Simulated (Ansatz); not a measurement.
## MgO2: a fit and a missing row

MgO2, Pa-3, a = 4.841 Å. The structure is a Materials Project entry; whether it is the stable form wasn't checked. Ansatz: PBEsol, PAW, 420 eV, Γ-centred 6×6×6 mesh on 12 atoms, Gaussian smearing 0.02 eV; no spin polarisation. Shape and atoms are relaxed at each volume; pressure is positive in compression.

```
V (Å³/atom) P (GPa)
      8.319    22.84
      8.602    15.67
      8.886     9.59
      9.170     4.41
      9.453     0.00
      9.737    -3.75
     10.020        ?
     10.399   -10.49
```

Q: Take V0 = 9.453 Å³/atom, fit the third-order Birch–Murnaghan form to the other rows, and predict the missing pressure.

A: With the Eulerian strain f = ½[(V0/V)^(2/3) − 1] and y = P/[3f(1 + 2f)^(5/2)], the form is the line y = B0 + 1.5 B0 (B0′ − 4) f. Rows (f, y): 0.04446, 138.4; 0.03246, 137.5; 0.02105, 137.0; 0.01023, 136.6; -0.00977, 134.4; -0.03080, 133.1. Means f = 0.01127, y = 136.17; Σ(Δf)² = 0.003860, ΣΔfΔy = 0.2763; the slope is their ratio. y = 135.4 + 71.57 f GPa, so B0 = 135.4 GPa and B0′ = 4 + 2 × (71.57)/(3 × 135.4) = 4.35. At V = 10.020, f = -0.01904, y = 134.04 and P = -6.95 GPa. The run gave -6.95 GPa, the same to the digits shown.

The fit describes a fairly stiff solid that hardens smoothly on compression, and the recovered pressure of -6.95 GPa shows that one smooth curve covers both compression and tension. Because the missing volume lies between fitted rows, this tests interpolation, not extrapolation. B0′ = 4.35 is close to the value at which the third-order term vanishes, so the correction is small. It is also less secure than B0: the rows on either side of V0 deviate from the line in opposite directions, as a slight error in V0 or a small pressure offset would produce.

The stiffening reflects short-range repulsion between closed-shell ions, which rises faster than the electrostatic attraction as they approach. The peroxide O–O bond is much stiffer than the Mg–O contacts, so the latter probably take up most of the compression, with the dimers held along the ⟨111⟩ directions by Pa-3 symmetry. MgO2 is softer than rocksalt MgO, as expected when the same anionic charge is spread over a larger unit. Internal coordinates along the curve would be needed to confirm that division of strain.
